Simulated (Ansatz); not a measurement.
**ZrC: moving C off its site**

ZrC, Fm-3m, a = 4.700 Å (as given, not relaxed at this level: 1.2 GPa). Ansatz: PBE, PAW, 420 eV, Γ-centred 18×18×18 mesh on 2 atoms, Gaussian smearing 0.15 eV; no spin polarisation.

```xyz
2
Lattice="0.0000 2.3502 2.3502 2.3502 0.0000 2.3502 2.3502 2.3502 0.0000" Properties=species:S:1:pos:R:3 pbc="T T T"
Zr    2.3502    2.3502    2.3502
C     0.0000    0.0000    0.0000
```

Atom 2 (C) moves by x along the unit vector (0.000, 0.000, 1.000), with its periodic images; all else is held. y is the free energy of the cell over the start, F the force along the path summed over the moved atoms. Symmetry makes y even in x.

| x (Å) | y (meV) | F (eV/Å) |
| --- | --- | --- |
| -0.1000 | ? | ? |
| -0.0500 | 8.70 | 0.35 |
| 0.0000 | 0.00 | 0.00 |
| 0.0125 | 0.55 | -0.09 |
| 0.0250 | 2.18 | -0.17 |
| 0.0375 | 4.90 | -0.26 |
| 0.0625 | 13.57 | -0.43 |
| 0.0750 | 19.48 | -0.51 |
| 0.0875 | 26.43 | -0.60 |

Problem. Fit y = c2 x² + c4 x⁴ to the energies of the other rows, give the force constant, and predict energy and force of the missing row.

Solution. Least squares on the rows shown. y = 3494.4 x² − 5523.3 x⁴. The force constant is 2 c2 = 6.99 eV/Å² (for all images moving together, not for a lone atom). With two atoms in a cubic cell this is the optical mode at Γ (in a metal it hangs on mesh and smearing): ω = 521.5 √(2 c2/μ) = 423 cm⁻¹ for μ = 10.61 u. The force −dy/dx at the missing row is 0.68 eV/Å (computed 0.68). At x = -0.1000 the fit asked for gives 34.39 meV. The run gave 34.43 meV, so the fit is 0.04 meV too low, a small miss on the scale of the series.